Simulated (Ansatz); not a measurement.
LaAlO3 (space group R-3c, No. 167)

```xyz
10
Lattice="2.7062 1.5624 4.3975 -2.7062 1.5624 4.3975 0.0000 -3.1249 4.3975" Properties=species:S:1:pos:R:3 pbc="T T T"
La     0.0000     0.0000     3.2981
La     0.0000     0.0000     9.8944
Al     0.0000     0.0000     0.0000
Al     0.0000     0.0000     6.5963
O      0.2094     1.5624     7.6956
O     -1.4578    -0.5998     7.6956
O      1.2484    -0.9626     7.6956
O     -0.2094    -1.5624     5.4969
O      1.4578     0.5998     5.4969
O     -1.2484     0.9626     5.4969
```

All numbers come from plane-wave PAW DFT at the PBE level (Ansatz, a first-principles code, 420 eV), no spin-orbit coupling, earlier PAW set. Settings: 8×8×8 k-points, 0.05 eV Fermi–Dirac smearing.

| Quantity | Value |
|---|---|
| Volume per atom | 11.16 Å³ |
| Density | 6.37 g/cm³ |
| Band gap | 4.02 eV, indirect, F → Γ |
| Lowest conduction-band minima above the VBM | Γ 4.02 eV; F (1/2, 0, 1/2) 4.51 eV |
| Total energy | -1699.818 eV/atom (σ→0; compares only within this code and set-up) |

Stability against distortions was not tested.
